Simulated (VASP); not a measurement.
Input of a VASP 6.6.1 run:

INCAR

```
SYSTEM = V
  ALGO = Normal
  EDIFF = 1E-7
  EDIFFG = -0.005
  ENCUT = 580
  GGA = PS
  IBRION = 2
  ISIF = 3
  ISMEAR = 0
  LASPH = .TRUE.
  LCHARG = .FALSE.
  LREAL = .FALSE.
  LWAVE = .FALSE.
  NELM = 100
  NSW = 90
  PREC = Accurate
  SIGMA = 0.1
```

The input KPOINTS:

```
k-points
0
G
  20 20 20
  0 0 0
```

POSCAR

```
V
1.0
   -1.5129450000      1.5129450000      1.5129450000
    1.5129450000     -1.5129450000      1.5129450000
    1.5129450000      1.5129450000     -1.5129450000
V
1
Direct
    0.0000000000      0.0000000000      0.0000000000
```

Potentials or basis: VASP PAW PBE potentials, release 64 (V).

The run is started by

```sh
$ cat potpaw_PBE.64/V/POTCAR > POTCAR
$ mpirun -np 1 vasp_std > vasp.out
```

Predict the band gap on the k mesh.

none (metal or under the smearing width).

Estimate the relaxed cell.

a = 2.550 Å, b = 2.550 Å, c = 2.550 Å, α = 109.47°, β = 109.47°, γ = 109.47°.

Estimate the space group after relaxing (to 0.05 Å).

Im-3m (No. 229).

Final structure:
```cif
data_structure
_symmetry_space_group_name_H-M 'P 1'
_symmetry_Int_Tables_number 1
_cell_length_a 2.5495
_cell_length_b 2.5495
_cell_length_c 2.5495
_cell_angle_alpha 109.471
_cell_angle_beta 109.471
_cell_angle_gamma 109.471
_cell_volume 12.76
loop_
_atom_site_label
_atom_site_type_symbol
_atom_site_fract_x
_atom_site_fract_y
_atom_site_fract_z
_atom_site_occupancy
V1 V 0.00000 0.00000 0.00000 1
```
